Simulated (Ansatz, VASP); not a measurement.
# Au in VASP and in Ansatz

```
Au
1.0
     0.00000    2.08284    2.08284
     2.08284    0.00000    2.08284
     2.08284    2.08284    0.00000
Au
1
Cartesian
  0.0000 0.0000 0.0000
```

Alike in both runs: task relaxation of cell and atoms; functional PBE; k mesh 18 × 18 × 18; occupations gaussian, width 0.1 eV; no spin polarisation.

```csv
,VASP,Ansatz
version,VASP 6.6.1,Ansatz 0.2.0
potentials or method,"VASP PAW PBE potentials, release 64 (Au)","scalar-relativistic, plane waves, PAW"
plane-wave cutoff (eV),600,420
valence electrons in the cell,11,19
```

|  | VASP | Ansatz | Ansatz less VASP |
| --- | --- | --- | --- |
| gap on the k mesh at the Fermi level, each at its own relaxed structure (eV) | none | none | - |
| relaxed volume (Å³/atom) | 17.95 | 17.97 | +0.023 |
| relaxed cell length with the largest relative difference (Å) | 2.939 | 2.940 | +0.0013 |

A gap of «none» marks a metal or a gap that the smearing closes. The two sets of potentials don't hold the same shells in valence.

The runs have no spin-orbit coupling, so splittings on Au are missing.
